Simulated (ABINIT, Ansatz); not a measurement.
Given: the input of a run of ABINIT 10.8.3 (patched build) on TaN. Atoms were shifted at random by some hundredths of an Å from the given cell, which wasn't relaxed again for these runs. The cell comes from a database or a generator and needn't be the stable form of this composition.

run.abi

```
# Pseudopotentials
pp_dirpath "./"
pseudos "Ta.GGA_PBE-JTH.xml, N.GGA_PBE-JTH.xml"

# Structure
acell 3*1.0
rprim
     0.0000000000     4.7075794624     4.7075794624
     4.7075794624     0.0000000000     4.7075794624
     4.7075794624     4.7075794624     0.0000000000
ntypat 2
znucl 73 7
natom 2
typat 1 2
xcart
     0.0034626898     0.0118379152     0.0064919207
     1.2697484353     1.2717139477     1.1994882164 Angstrom
chkprim 0
chksymtnons 0
tolsym 1.0e-6

# Plane-wave basis
ecut 707.496042 eV
pawecutdg 48.0
pawxcdev 0

# k points
kptopt 1
ngkpt 9 9 9
nshiftk 1
shiftk 0.0 0.0 0.0

# Exchange and correlation
ixc 11

# Bands and occupations
nband 13
occopt 3
tsmear 0.05 eV

# SCF cycle
nstep 100
tolvrs 1.0e-9

# Output
iomode 3
prtwf 0
prteig 0
prtebands 0
enunit 1
prtden 1
prtvha 1
prtvclmb 1
prtpot 1
```

Potentials or basis: JTH PAW PBE v2.0.

The run is started by

```bash
$ abinit run.abi > log 2>&1
```

What does the same run look like in Ansatz 0.2.0? Potentials or basis there: Ansatz PAW, cutoff 420 eV.

As run (cutoffs and basis follow the program's own potentials, and thresholds, step limits or extra output files can differ):

The input input.yaml:

```yaml
crystal:
  lattice:
    - [0.0, 2.49114377, 2.49114377]
    - [2.49114377, 0.0, 2.49114377]
    - [2.49114377, 2.49114377, 0.0]
  atoms:
    - { symbol: Ta, position: [0.002984, -0.000378, 0.001768] }
    - { symbol: "N", position: [0.241145, 0.240356, 0.269349] }
hamiltonian:
  xc: pbe
  pseudopotentials: { kind: paw }
kpoints:
  mp_grid: { grid: [9, 9, 9] }
scf:
  occupations: { method: fermi_dirac, width: 0.05 }
output:
  forces: true
  stress: true
  eigenvalues: true
  write_density: true
  write_potential: true
  elf: true
  volumetric_format: npy
```

Potentials or basis: Ansatz PAW.

Launch:

```sh
$ ansatz run input.yaml --threads 1 --pin off --max-ram 3584MiB --backend cpu --events-out ev --progress --plain --runs-dir out
```

Both were run:

|  | ABINIT | Ansatz |
| --- | --- | --- |
| Pressure | -25.2 GPa | -25.2 GPa |
| Largest force | 0.199 eV/Å | 0.189 eV/Å |
| Energy over the undisturbed cell | 2.9 meV/atom | 2.7 meV/atom |

Ansatz's pressure holds a Pulay term of +0.33 GPa for its cutoff of 420 eV, which the other run lacks.

Where Ansatz's input types no cutoff or centring, it takes its own default and a Γ-centred mesh.

The cell lies far from this level's equilibrium.

Pressure is positive in compression.
